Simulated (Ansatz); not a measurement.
Input and command of a plane-wave DFT calculation in Ansatz:

```yaml
crystal:
  lattice:
    - [-3.4127997732, 3.4127997732, 2.1481576455]
    - [3.4127997732, -3.4127997732, 2.1481576455]
    - [3.4127997732, 3.4127997732, -2.1481576455]
  atoms:
    - { symbol: Ta, position: [0.7843847855, 0.6048724996, 0.3892572851] }
    - { symbol: Ta, position: [0.3951275004, 0.7843847855, 0.1795122859] }
    - { symbol: Ta, position: [0.6048724996, 0.2156152145, 0.8204877141] }
    - { symbol: Ta, position: [0.2156152145, 0.3951275004, 0.6107427149] }
    - { symbol: "N", position: [0.5, 0.5, 0.0] }
    - { symbol: "N", position: [0.9081725663, 0.3059167656, 0.2140893319] }
    - { symbol: "N", position: [0.6940832344, 0.9081725663, 0.6022558007] }
    - { symbol: "N", position: [0.3059167656, 0.0918274337, 0.3977441993] }
    - { symbol: "N", position: [0.0918274337, 0.6940832344, 0.7859106681] }
basis:
  ecutwfc: 420
kpoints:
  mp_grid: { grid: [12, 12, 12] }
hamiltonian:
  xc: pbesol
scf:
  occupations: { method: gaussian, width: 0.15 }
output:
  forces: true
  stress: true
  eigenvalues: true
```

```bash
ansatz run input.yaml --threads 2 --pin off --max-ram 5120MiB --backend cpu --events-out ev --progress --plain --runs-dir out
```

Processor: Arm Neoverse V2, 2 threads, on a host shared with other jobs.

Q: Estimate time, memory and problem size.

A: About 28 s on 2 threads of Arm Neoverse V2, on a shared host, peak memory 0.95 GiB. It solves 48 bands at 242 k points (the mesh reduced by symmetry) with about 1971 plane waves, in 7 SCF iterations.
